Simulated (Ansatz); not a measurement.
BaO (started from an entry of an open crystallographic database), relaxed with r2SCAN, was run in Ansatz under altered settings. All numbers are computed, without spin polarisation but where a row says otherwise.

```
Ba O
1.0
     0.00000    2.77194    2.77194
     2.77194    0.00000    2.77194
     2.77194    2.77194    0.00000
Ba O
1 1
Direct
  0.00000 0.00000 0.00000
  0.50000 0.50000 0.50000
```

The base run's other keys:
```yaml
kpoints:
  mp_grid: { grid: [4, 4, 4] }
hamiltonian:
  xc: hse06
scf:
  occupations: { method: fixed }
  n_extra_bands: 4
```

It takes 11 iterations with 869 plane waves at 420 eV and 8 k points, and leaves a mean stress of -0.49 GPa. The gap over this mesh is 3.320 eV.

Outcomes, with energy and stress as changes against the base:
```tsv
setting	outcome	ΔF (meV/atom)	Δ mean stress (GPa)	gap on the mesh (eV)	iterations
PBE hybrid, exx coeff 0.05, omega 0.3 1/Å	converged	–	+1.3	2.245	10
PBE hybrid, exx coeff 0.1, omega 0.2078 1/Å	converged	–	+1.0	2.543	10
PBE hybrid, exx coeff 1.5, omega 0.1 1/Å	refused	–	–	–	–
PBE hybrid, exx coeff 0.4, omega 0.3 1/Å	converged	–	-0.8	3.734	12
basis.ecutwfc: 500	converged	-1.8	0.0	3.320	12
basis.ecutwfc: 160	converged, warned	+8282	-1.4	3.152	17
```
A dash marks a value that wasn't obtained or can't be compared. Stress is positive in compression.

- PBE hybrid, exx coeff 0.05, omega 0.3 1/Å. That is 5 % exact exchange, screened with ω = 0.3 1/Å, against HSE06's 25 % screened at 0.208 1/Å. The mean stress moves by +1.3 GPa and the gap on the mesh by -1.074 eV (to 2.245). Totals of different functionals aren't comparable.
- PBE hybrid, exx coeff 0.1, omega 0.2078 1/Å. That is 10 % exact exchange, screened with ω = 0.2078 1/Å, against HSE06's 25 % screened at 0.208 1/Å. The mean stress moves by +1.0 GPa and the gap on the mesh by -0.776 eV (to 2.543). Totals of different functionals aren't comparable.
- PBE hybrid, exx coeff 1.5, omega 0.1 1/Å. It is rejected at once. Error: invalid value for `hamiltonian.xc.exx.coeff`: must be finite and in (0, 1]; got 1.5
- PBE hybrid, exx coeff 0.4, omega 0.3 1/Å. That is 40 % exact exchange, screened with ω = 0.3 1/Å, against HSE06's 25 % screened at 0.208 1/Å. The mean stress moves by -0.8 GPa and the gap on the mesh by +0.414 eV (to 3.734). Totals of different functionals aren't comparable.
- basis.ecutwfc: 160. 181 plane waves in place of 869. The free energy moves by +8282 meV an atom, the mean stress by -1.4 GPa and the gap on the mesh by -0.168 eV (to 3.152). The basis is too small: these are errors of the cutoff. Warned: cutoff below recommended, metallic iterate.

Spin-orbit coupling is left out.

The stress of a hybrid is loosely converged in these runs.

The meshes of the hybrids are coarse, so their gaps aren't converged to the digits shown.
